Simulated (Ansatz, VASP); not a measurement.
**KTaO3 in VASP and in Ansatz**

```
K Ta O
1.0
     4.47694    0.00000    0.00000
     0.00000    4.47694    0.00000
     0.00000    0.00000    3.16520
K Ta O
1 1 3
Cartesian
  2.2385 2.2385 1.5826
  0.0000 0.0000 0.0000
  2.2385 0.0000 0.0000
  0.0000 2.2385 0.0000
  0.0000 0.0000 1.5826
```

Alike in both runs: task single point; functional r2SCAN; k mesh 6 × 6 × 6; occupations gaussian, width 0.05 eV; no spin polarisation.

|  | VASP | Ansatz |
| --- | --- | --- |
| version | VASP 6.6.1 | Ansatz 0.2.0 |
| potentials or method | VASP PAW PBE potentials, release 64 (K_sv, Ta_pv, O) | scalar-relativistic, plane waves, PAW |
| plane-wave cutoff (eV) | 520 | 500 |
| valence electrons in the cell | 38 | 40 |

Ansatz gave:

| Item | Value |
| --- | --- |
| gap on the k mesh at the Fermi level (eV) | 0.91 |
| least direct gap on the mesh (eV) | 0.91 |

Which values does VASP return?

gap on the k mesh at the Fermi level (eV): 0.92; least direct gap on the mesh (eV): 0.92.

With one functional, cell and mesh, what is left measures potentials, basis and numerics. The two sets of potentials don't hold the same shells in valence.

Caveats: spin-orbit coupling is left out, which moves the levels of the heavy elements. r2SCAN opens gaps a little over a GGA but as a rule still falls short of measured ones. A k mesh can miss the band edges.
